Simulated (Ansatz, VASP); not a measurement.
# Al in VASP and in Ansatz

The input INCAR:

```
SYSTEM = Al
PREC = Accurate ; ENCUT = 520
EDIFF = 1E-7 ; ISMEAR = -1
SIGMA = 0.05 ; LREAL = .False.
LASPH = .True. ; NELM = 80
ALGO = Normal ; ISIF = 2
LWAVE = .False. ; LCHARG = .False.
GGA = PS ; NBANDS = 10
```

KPOINTS

```
Automatic mesh
0
Gamma
  6 6 3
  0 0 0
```

The input POSCAR:

```
Al
1.0
    2.8124553515      0.0000000000      0.0000000000
   -1.4062276757      2.4356577814      0.0000000000
    0.0000000000      0.0000000000      4.8668500000
Al
2
Direct
    0.3333333333      0.6666666667      0.2500000000
    0.6666666667      0.3333333333      0.7500000000
```

File input.yaml:

```yaml
crystal:
  lattice:
    - [2.8124553515, 0.0, 0.0]
    - [-1.4062276757, 2.4356577814, 0.0]
    - [0.0, 0.0, 4.86685]
  atoms:
    - { symbol: Al, position: [0.3333333333, 0.6666666667, 0.25] }
    - { symbol: Al, position: [0.6666666667, 0.3333333333, 0.75] }
hamiltonian:
  xc: pbesol
  pseudopotentials: { kind: paw }
kpoints:
  mp_grid: { grid: [6, 6, 3] }
  band_path:
    path:
      - [[0.0, 0.0, 0.0], [0.5, 0.0, 0.0], [0.3333333333, 0.3333333333, 0.0], [0.0, 0.0, 0.0], [0.0, 0.0, 0.5], [0.5, 0.0, 0.5], [0.3333333333, 0.3333333333, 0.5], [0.0, 0.0, 0.5]]
      - [[0.5, 0.0, 0.5], [0.5, 0.0, 0.0]]
      - [[0.3333333333, 0.3333333333, 0.0], [0.3333333333, 0.3333333333, 0.5]]
    npoints: 14
scf:
  occupations: { method: fermi_dirac, width: 0.05 }
  n_extra_bands: 6
output:
  forces: true
  stress: true
  eigenvalues: true
  fatbands: false
```

This isn't the form of Al at room conditions, which is fcc.

Alike in both runs: functional PBEsol; k mesh 6 × 6 × 3; occupations fermi-dirac, width 0.05 eV; no spin polarisation.

```csv
,VASP,Ansatz
version,VASP 6.6.1,Ansatz 0.2.0
potentials or method,"VASP PAW PBE potentials, release 64 (Al)",Ansatz PAW
plane-wave cutoff (eV),520,420
valence electrons in the cell,6,6
task,single point,band structure
```

```tsv
	VASP	Ansatz	Ansatz less VASP
gap on the k mesh at the Fermi level (eV)	none	none	-
pressure (GPa)	0.4	0.4	-0.06
largest component of the traceless stress (GPa)	5.50	5.48	-0.021
```

A gap of «none» marks a metal or a gap that the smearing closes. With one functional, cell and mesh, what is left measures potentials, basis and numerics.

Caveats: the k mesh is coarse (spacing up to 0.43 Å⁻¹), so the values aren't converged; the PAW data sets were made with another functional, which shifts forces and pressure a little (VASP); the PAW data sets come from PBE, with cores solved anew for the run's functional, which leaves a small shift of forces and pressure (Ansatz).
